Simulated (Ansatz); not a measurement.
## BaHfO3: the functional and the phonons

BaHfO3 in the perovskite structure, relaxed with PBE.

```
CELL_PARAMETERS angstrom
4.20679 0.00000 0.00000
0.00000 4.20679 0.00000
0.00000 0.00000 4.20679
ATOMIC_POSITIONS crystal
Ba 0.00000 0.00000 0.00000
Hf 0.50000 0.50000 0.50000
O 0.50000 0.50000 0.00000
O 0.50000 0.00000 0.50000
O 0.00000 0.50000 0.50000
```

Settings of the Ansatz calculation: PBE; Ansatz hand-made PAW at 930 eV; k mesh 4×4×4; fixed occupations; no spin. Harmonic phonons by linear response, frequencies in cm⁻¹, imaginary ones marked i; at Γ the three translations are left out and no LO–TO term is added.

Caveats: coarse k mesh; the program warns that the mesh is coarse for the field response.

At 14.89 Å³ an atom it gives top Γ mode (cm⁻¹) 494; lowest Γ mode (cm⁻¹) 93; mean ε∞ 4.64; mean Born charge of Ba (e) 2.76.

Repeat with PBEsol in its relaxed cell, LDA in its relaxed cell, on the same kind of potentials and mesh. What changes?


| functional | cutoff (eV) | volume (Å³/atom) | top Γ mode (cm⁻¹) | lowest Γ mode (cm⁻¹) | mean ε∞ | mean Born charge of Ba (e) |
| --- | --- | --- | --- | --- | --- | --- |
| PBEsol in its relaxed cell | 930 | 14.38 | 523 | 97 | 4.73 | 2.77 |
| LDA in its relaxed cell | 930 | 14.02 | 545 | 101 | 4.74 | 2.77 |
